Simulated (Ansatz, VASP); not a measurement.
**TaN: VASP beside Ansatz**

The input INCAR:

```
PREC = Accurate
ENCUT = 520
EDIFF = 1E-7
ISMEAR = -1
SIGMA = 0.05
LREAL = F
LASPH = T
NELM = 150
ALGO = Normal
ISIF = 2
LWAVE = F
LCHARG = T
LMAXMIX = 4
LDAU = T
LDAUTYPE = 2
LDAUL = 2 -1
LDAUU = 4 0
LDAUJ = 0 0
LDAUPRINT = 1
LELF = T
LVHAR = T
NBANDS = 15
```

KPOINTS

```
regular mesh
0
Gamma
  10 10 9
```

The input POSCAR:

```
TaN
1.0
    2.9380000000      0.0000000000      0.0000000000
   -1.4690000000      2.5443826363      0.0000000000
    0.0000000000      0.0000000000      2.8830000000
Ta N
1 1
Direct
    0.0000000000      0.0000000000      0.5000000000
    0.6666666667      0.3333333333      0.0000000000
```

Contents of input.yaml:

```yaml
crystal:
  lattice:
    - [2.938, 0.0, 0.0]
    - [-1.469, 2.5443826363, 0.0]
    - [0.0, 0.0, 2.883]
  atoms:
    - { symbol: Ta, position: [0.0, 0.0, 0.5] }
    - { symbol: "N", position: [0.6666666667, 0.3333333333, 0.0] }
hamiltonian:
  xc: lda
  pseudopotentials: { kind: paw }
  hubbard: { sites: [{ species: Ta, l: d, u_eff: 4.0 }] }
kpoints:
  mp_grid: { grid: [10, 10, 9] }
  band_path:
    path:
      - [[0.0, 0.0, 0.0], [0.5, 0.0, 0.0], [0.3333333333, 0.3333333333, 0.0], [0.0, 0.0, 0.0], [0.0, 0.0, 0.5], [0.5, 0.0, 0.5], [0.3333333333, 0.3333333333, 0.5], [0.0, 0.0, 0.5]]
      - [[0.5, 0.0, 0.5], [0.5, 0.0, 0.0]]
      - [[0.3333333333, 0.3333333333, 0.0], [0.3333333333, 0.3333333333, 0.5]]
    npoints: 14
scf:
  occupations: { method: fermi_dirac, width: 0.05 }
  n_extra_bands: 6
output:
  forces: true
  stress: true
  eigenvalues: true
  fatbands: true
  write_density: true
  write_potential: true
  elf: true
  volumetric_format: npy
```

Alike in both runs: functional LDA; k mesh 10 × 10 × 9; occupations fermi-dirac, width 0.05 eV; no spin polarisation; Hubbard terms Ta d U = 4.0 eV.

|  | VASP | Ansatz |
| --- | --- | --- |
| version | VASP 6.6.1 | Ansatz 0.2.0 |
| potentials or method | VASP PAW LDA potentials, release 64 (Ta_pv, N) | Ansatz PAW |
| plane-wave cutoff (eV) | 520 | 420 |
| valence electrons in the cell | 16 | 18 |
| task | single point | band structure |

```tsv
	VASP	Ansatz	Ansatz less VASP
gap on the k mesh at the Fermi level (eV)	none	none	-
pressure (GPa)	3.0	-8.0	-10.98
largest component of the traceless stress (GPa)	0.08	2.12	+2.041
```

The programs project onto different local orbitals, so the same U acts differently. A gap of «none» marks a metal or a gap that the smearing closes. The two sets of potentials don't hold the same shells in valence.

Caveats: U without spin polarisation on a metal has little footing; the pressure holds a Pulay correction of +0.6 GPa for the finite cutoff (Ansatz); spin-orbit coupling is left out, which moves the levels of the heavy elements (Ansatz); the PAW data sets come from PBE, with cores solved anew for the run's functional, which leaves a small shift of forces and pressure (Ansatz). The runs have no spin-orbit coupling, so splittings on Ta are missing.
